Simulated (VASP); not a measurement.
# CuI (Marshite) (F-43m) in VASP: notebook

Aim: see how the results for CuI (Marshite) move with the level of theory and the settings. Levels: HSE06, PBEsol, LDA. Tasks: relaxation of cell and atoms, single point.

Everything below comes from runs of VASP 6.6.1. Logs are shortened: lines on timing, memory, paths and dates and some standing lists are left out, and cuts for length are marked.

### Step 1. The crystal as given

It takes space group F-43m (No. 216, cubic). The conventional cell has a = 5.946 Å, b = 5.946 Å, c = 5.946 Å, α = 90.00°, β = 90.00°, γ = 90.00°. Cu (site symmetry -43m) has 4 I at 2.57 Å as nearest neighbours. I (site symmetry -43m) has 4 Cu at 2.57 Å as nearest neighbours.

### Step 2. Relaxation of cell and atoms, HSE06

File POSCAR:

```
CuI                                     
1.0
    0.0000000000      2.9729983385      2.9729983385
    2.9729983385     -0.0000000000      2.9729983385
    2.9729983385      2.9729983385     -0.0000000000
  Cu              I             
     1     1
Direct
     0.2500000000000000    0.2500000000000000    0.2500000000000000
     0.0000000000000000    0.0000000000000000    0.0000000000000000
```

File INCAR.step1:

```
ALGO = Normal
EDIFF = 1E-5
ENCUT = 520
GGA = PE
ISMEAR = 0
KPAR = 4
LASPH = T
LCHARG = F
LREAL = F
LWAVE = T
NELM = 80
PREC = Accurate
SIGMA = 0.03
```

File INCAR.step2:

```
ALGO = Normal
EDIFF = 1E-6
EDIFFG = -0.01
ENCUT = 520
GGA = PE
HFSCREEN = 0.2
IBRION = 2
ISIF = 3
ISMEAR = 0
ISTART = 1
KPAR = 4
LASPH = T
LCHARG = F
LHFCALC = T
LREAL = F
LWAVE = F
NELM = 80
NSW = 25
PREC = Accurate
PRECFOCK = Fast
SIGMA = 0.03
```

File KPOINTS:

```
k-points
0
Gamma
  6 6 6
```

Potentials or basis: VASP PAW PBE potentials, release 64 (Cu, I).

Command:

```sh
$ cat potpaw_PBE.64/Cu/POTCAR potpaw_PBE.64/I/POTCAR > POTCAR
$ cp INCAR.step1 INCAR
$ mpirun -np 4 vasp_std > vasp.out
$ cp INCAR.step2 INCAR
$ mpirun -np 4 vasp_std > vasp.out
```

OUTCAR:

```text
EDIFF = 1E-6
   EDIFFG = -0.01
   ENCUT = 520
   GGA = PE
   HFSCREEN = 0.2
   IBRION = 2
   ISIF = 3
   ISMEAR = 0
   ISTART = 1
   LASPH = T
   LHFCALC = T
   LREAL = F
   NELM = 80
   NSW = 25
   PREC = Accurate
   PRECFOCK = Fast

 ion  position               nearest neighbor table
   1  0.250  0.250  0.250-   2 2.57   2 2.57   2 2.57   2 2.57
   2  0.000  0.000  0.000-   1 2.57   1 2.57   1 2.57   1 2.57

  LATTYP: Found a face centered cubic cell.
 ALAT       =     5.9459966770

  Lattice vectors:

 A1 = (   0.0000000000,   2.9729983385,   2.9729983385)
 A2 = (   2.9729983385,   0.0000000000,   2.9729983385)
 A3 = (   2.9729983385,   2.9729983385,   0.0000000000)

Analysis of symmetry for initial positions (statically):
=====================================================================
 Subroutine PRICEL returns:
 Original cell was already a primitive cell.

 Routine SETGRP: Setting up the symmetry group for a
 face centered cubic supercell.

 Subroutine GETGRP returns: Found 24 space group operations
 (whereof 24 operations were pure point group operations)
 out of a pool of 48 trial point group operations.

The static configuration has the point symmetry T_d .

Analysis of symmetry for dynamics (positions and initial velocities):
=====================================================================
 Subroutine PRICEL returns:
 Original cell was already a primitive cell.

 Routine SETGRP: Setting up the symmetry group for a
 face centered cubic supercell.

 Subroutine GETGRP returns: Found 24 space group operations
 (whereof 24 operations were pure point group operations)
 out of a pool of 48 trial point group operations.

The dynamic configuration has the point symmetry T_d .

 Subroutine INISYM returns: Found 24 space group operations
 (whereof 24 operations are pure point group operations),
 and found     1 'primitive' translations

----------------------------------------------------------------------------------------

                                     Primitive cell

  volume of cell :      52.5550

  direct lattice vectors                    reciprocal lattice vectors
     0.000000000  2.972998339  2.972998339    -0.168180383  0.168180383  0.168180383
     2.972998339  0.000000000  2.972998339     0.168180383 -0.168180383  0.168180383
     2.972998339  2.972998339  0.000000000     0.168180383  0.168180383 -0.168180383

  length of vectors
     4.204454571  4.204454571  4.204454571     0.291296969  0.291296969  0.291296969

  position of ions in fractional coordinates (direct lattice)
     0.250000000  0.250000000  0.250000000
     0.000000000  0.000000000  0.000000000

  ion indices of the primitive-cell ions
   primitive index   ion index
                 1           1
                 2           2

----------------------------------------------------------------------------------------

 KPOINTS: k-points

Automatic generation of k-mesh.
 Grid dimensions read from file:
 generate k-points for:    6    6    6

 Generating k-lattice:

  Cartesian coordinates                     Fractional coordinates (reciprocal lattice)
    -0.028030064  0.028030064  0.028030064     0.166666667  0.000000000  0.000000000
     0.028030064 -0.028030064  0.028030064     0.000000000  0.166666667  0.000000000
     0.028030064  0.028030064 -0.028030064     0.000000000  0.000000000  0.166666667

  Length of vectors
     0.048549495  0.048549495  0.048549495

  Shift w.r.t. Gamma in fractional coordinates (k-lattice)
     0.000000000  0.000000000  0.000000000

 Subroutine IBZKPT returns following result:
 ===========================================

 Found     16 irreducible k-points:

 Following reciprocal coordinates:
            Coordinates               Weight
  0.000000  0.000000  0.000000      1.000000
  0.166667  0.000000  0.000000      8.000000
  0.333333  0.000000  0.000000      8.000000
  0.500000  0.000000  0.000000      4.000000
  0.166667  0.166667  0.000000      6.000000
  0.333333  0.166667  0.000000     24.000000
[... 8 lines left out ...]
 -0.333333  0.333333  0.166667     24.000000
 -0.333333  0.500000  0.166667     12.000000
   k-points           NKPTS =     16   k-points in BZ     NKDIM =    216   number of bands    NBANDS=     13
   number of dos      NEDOS =    301   number of ions     NIONS =      2
   total plane-waves  NPLWV =  32768
   dimension x,y,z NGX =    32 NGY =   32 NGZ =   32
   dimension x,y,z NGXF=    64 NGYF=   64 NGZF=   64
   ions per type =               1   1
   NGX,Y,Z   is equivalent  to a cutoff of  12.65, 12.65, 12.65 a.u.
   NGXF,Y,Z  is equivalent  to a cutoff of  25.31, 25.31, 25.31 a.u.
 SYSTEM =  unknown system
   PREC   = accura    normal or accurate (medium, high low for compatibility)
   ISTART =      1    job   : 0-new  1-cont  2-samecut
   ICHARG =      0    charge: 1-file 2-atom 10-const
   ISPIN  =      1    spin polarized calculation?
   LNONCOLLINEAR =      F non collinear calculations
   LSORBIT =      F    spin-orbit coupling
   LASPH  =      T    aspherical Exc in radial PAW
   ENCUT  =  520.0 eV  38.22 Ry    6.18 a.u.   7.82  7.82  7.82*2*pi/ulx,y,z
   NELM   =     80;   NELMIN=  2; NELMDL=  0     # of ELM steps
   EDIFF  = 0.1E-05   stopping-criterion for ELM
   LREAL  =      F    real-space projection
   EDIFFG = -.1E-01   stopping-criterion for IOM
   NSW    =     25    number of steps for IOM
   IBRION =      2    ionic relax: 0-MD 1-quasi-New 2-CG
   NFREE  =      1    steps in history (QN), initial steepest desc. (CG)
   ISIF   =      3    stress and relaxation
   ISYM   =      3    0-nonsym 1-usesym 2-fastsym
   POTIM  = 0.5000    time-step for ionic-motion
   TEBEG  =    0.0;   TEEND  =   0.0 temperature during run
   PSTRESS=    0.0 pullay stress
   NELECT =      18.0000    total number of electrons
   NUPDOWN=      -1.0000    fix difference up-down
   EMIN   =  10.00;   EMAX   =-10.00  energy-range for DOS
   EFERMI =   0.00;   METHOD = LEGACY
   ISMEAR =     0;   SIGMA  =   0.03  broadening in eV -4-tet -1-fermi 0-gaus
   EFERMI_NEDOS =   21; number of points for ismear=-14 and -15
   IALGO  =     38    algorithm
   IMIX   =      1    mixing-type and parameters
     AMIX     =   0.40;   BMIX     =  1.00
     AMIX_MAG =   1.60;   BMIX_MAG =  1.00
  volume/ion in A,a.u.               =      26.28       177.33
  Fermi-wavevector in a.u.,A,eV,Ry     =   1.145410  2.164511 17.850357  1.311964
  Thomas-Fermi vector in A             =   2.282099
   LORBIT       =      0    0 simple, 1 ext, 2 COOP (PROOUT), +10 PAW based schemes
   GGA     = PE    functional components
   LHFCALC =     T    Hartree Fock is set to
   PRECFOCK=fast      Normal, Fast or Accurate (Low or Medium for compatibility)
   ENCUT4O =  -1.0   cutoff for four orbital integrals eV
   NKREDX  =     1    reduce k-point grid by
   NKREDY  =     1    reduce k-point grid by
   NKREDZ  =     1    reduce k-point grid by
   AEXX    =    0.2500 exact exchange contribution
   HFSCREEN=    0.2000 screening length (either q_TF or 0.3 A-1)
   HFSCREENC=   0.2000 screening length for correlation (either q_TF or 0.3 A-1)
   ENCUTFOCK=  -1.0 apply spherical cutoff to Coloumb kernel
   IVDW    =     0    specifies the selected vdW correction
   LEPSILON=     F    determine dielectric tensor
   LRPA    =     F    only Hartree local field effects (RPA)
 conjugate gradient relaxation of ions
 non-spin polarized calculation
 Gauss-broadening in eV      SIGMA  =   0.03
  energy-cutoff  :      520.00
  volume of cell :       52.55
 maximum number of plane-waves:      1430
  NGX = 18; NGY = 18; NGZ = 18

--------------------------------------- Ionic step        1  -------------------------------------------

 number of electron      17.9999995 magnetization

 Free energy of the ion-electron system (eV)
  ---------------------------------------------------
  ext. energy  EPLUGINS =         0.00000000
  ---------------------------------------------------
  free energy    TOTEN  =        -6.44134210 eV

  energy without entropy =       -6.44134210  energy(sigma->0) =       -6.44134210

------------------------ aborting loop because EDIFF is reached ----------------------------------------

  FORCE on cell =-STRESS in cart. coord.  units (eV):
  Direction    XX          YY          ZZ          XY          YZ          ZX
  --------------------------------------------------------------------------------------
  -------------------------------------------------------------------------------------
  Total        0.9978622      0.9978622      0.9978622      0.0000000      0.0000000      0.0000000
  in kB       30.4205581     30.4205581     30.4205581      0.0000000      0.0000000      0.0000000
  external PRESSURE =      30.4205581 kB  Pullay stress =       0.0000000 kB
[... 93 lines left out ...]
  energy  without entropy=       -6.4770012278  energy(sigma->0) =       -6.47700123

--------------------------------------- Ionic step        4  -------------------------------------------

 number of electron      18.0000010 magnetization

 Free energy of the ion-electron system (eV)
  ---------------------------------------------------
  ext. energy  EPLUGINS =         0.00000000
  ---------------------------------------------------
  free energy    TOTEN  =        -6.47700276 eV

  energy without entropy =       -6.47700276  energy(sigma->0) =       -6.47700276

 E-fermi :   3.5056     XC(G=0):  -7.3613

 val. band max:        3.3387300194   @ k =   0.0000   0.0000   0.0000
 cond. band min:       5.9154114294   @ k =   0.0000   0.0000   0.0000
 fundamental gap:      2.5766814100
 Fermi energy:         3.5056064485

 k-point     1 :       0.0000    0.0000    0.0000
  band No.  band energies     occupation
      1     -11.3424      2.00000
      2      -0.5876      2.00000
      3      -0.5876      2.00000
      4      -0.5876      2.00000
      5       0.9066      2.00000
      6       0.9066      2.00000
      7       3.3387      2.00000
      8       3.3387      2.00000
      9       3.3387      2.00000
     10       5.9154      0.00000
     11       9.6784      0.00000
     12       9.6784      0.00000
     13       9.6784      0.00000
[... 267 lines left out ...]
  FREE ENERGIE OF THE ION-ELECTRON SYSTEM (eV)
  ---------------------------------------------------
  free  energy   TOTEN  =        -6.4770027648 eV

  energy  without entropy=       -6.4770027648  energy(sigma->0) =       -6.47700276

 reached required accuracy - stopping structural energy minimisation
```

Wall time 13 min (4 MPI ranks of Intel Xeon Platinum 8488C (Sapphire Rapids), shared host); peak memory 0.29 GiB.

What came out:

| Quantity | Value |
| --- | --- |
| Free energy | -6.4770 eV |
| Relaxed volume | 28.17 Å³/atom |
| Relaxed cell | a = 4.303 Å, b = 4.303 Å, c = 4.303 Å, α = 60.00°, β = 60.00°, γ = 60.00° |
| Space group after relaxing (to 0.05 Å) | F-43m (No. 216) |
| Energy gained by relaxing | 17.8 meV/atom |
| Ionic steps | 4 |
| Pressure after relaxing | 0.0 GPa |
| Band gap on the k mesh | 2.58 eV, direct |

Step by step:
```
step  energy change (eV)  largest force (eV/Å)  pressure (GPa)  volume (Å³)
   1              0.0000                0.0000            3.04        52.55
   2             -0.0357                0.0000           -0.08        56.44
   3             -0.0357                0.0000            0.14        56.34
   4             -0.0357                0.0000           -0.02        56.35
```

Final structure:
```
Cu I
1.0
     0.00000    3.04282    3.04282
     3.04282    0.00000    3.04282
     3.04282    3.04282    0.00000
Cu I
1 1
Direct
  0.25000 0.25000 0.25000
  0.00000 0.00000 0.00000
```

Caveat: the PAW data sets were made with another functional, which shifts forces and pressure a little; spin-orbit coupling is left out, which moves the levels of the heavy elements. Zero-point motion and thermal expansion aren't in these numbers.

### Step 3. Relaxation of cell and atoms, PBEsol

This run uses another cell than the first one, of 27.86 Å³/atom, 1.060 times its volume.

File INCAR:

```
PREC = Accurate
ENCUT = 600
EDIFF = 1E-6
ISMEAR = 0
SIGMA = 0.03
LREAL = F
LASPH = T
NELM = 80
ALGO = Normal
ISIF = 3
LWAVE = F
LCHARG = F
GGA = PS
IBRION = 2
NSW = 90
EDIFFG = -0.01
```

File KPOINTS:

```
Automatic mesh
0
Gamma
  8 8 8
```

File POSCAR:

```
CuI
1.0
    0.0000000000      3.0315000000      3.0315000000
    3.0315000000      0.0000000000      3.0315000000
    3.0315000000      3.0315000000      0.0000000000
Cu I
1 1
Direct
    0.2500000000      0.2500000000      0.2500000000
    0.0000000000      0.0000000000      0.0000000000
```

Potentials or basis: VASP PAW PBE potentials, release 64 (Cu, I).

Command:

```sh
$ cat potpaw_PBE.64/Cu/POTCAR potpaw_PBE.64/I/POTCAR > POTCAR
$ mpirun -np 1 vasp_std > vasp.out
```

It took 57 s on 1 thread of Intel Xeon Platinum 8488C (Sapphire Rapids), shared host; peak memory 0.22 GiB.

The run converged. Its results:

```
Free energy                            : -6.3211 eV
Relaxed volume                         : 26.28 Å³/atom
Relaxed cell                           : a = 4.204 Å, b = 4.204 Å, c = 4.204 Å, α = 60.00°, β = 60.00°, γ = 60.00°
Space group after relaxing (to 0.05 Å) : F-43m (No. 216)
Energy gained by relaxing              : 13.3 meV/atom
Ionic steps                            : 3
Pressure after relaxing                : -0.1 GPa
Band gap on the k mesh                 : 1.19 eV, direct
```

Step by step:
| step | energy change (eV) | largest force (eV/Å) | pressure (GPa) | volume (Å³) |
| --- | --- | --- | --- | --- |
| 1 | 0.0000 | 0.0000 | -2.46 | 55.72 |
| 2 | -0.0265 | 0.0000 | 0.23 | 52.34 |
| 3 | -0.0266 | 0.0000 | -0.06 | 52.56 |

Final structure:
```
CELL_PARAMETERS angstrom
0.00000 2.97300 2.97300
2.97300 0.00000 2.97300
2.97300 2.97300 0.00000
ATOMIC_POSITIONS crystal
Cu 0.25000 0.25000 0.25000
I 0.00000 0.00000 0.00000
```

Levels at points of the mesh, in eV from the valence-band top:
| k point | band 5 | band 6 | band 7 | band 8 | band 9 | band 10 | band 11 | band 12 | band 13 |
| --- | --- | --- | --- | --- | --- | --- | --- | --- | --- |
| (0.00, 0.00, 0.00) | -2.13 | -2.13 | 0.00 | 0.00 | 0.00 | 1.19 | 4.76 | 4.76 | 4.76 |
| (0.50, 0.00, 0.00) | -2.10 | -2.10 | -2.05 | -0.81 | -0.81 | 2.13 | 5.32 | 5.32 | 7.33 |
| (0.50, 0.50, 0.00) | -2.17 | -2.06 | -2.03 | -1.73 | -1.73 | 2.48 | 2.81 | 9.49 | 10.01 |

Caveat: the PAW data sets were made with another functional, which shifts forces and pressure a little; spin-orbit coupling is left out, which moves the levels of the heavy elements.

(Continued in part 2 of 2.)
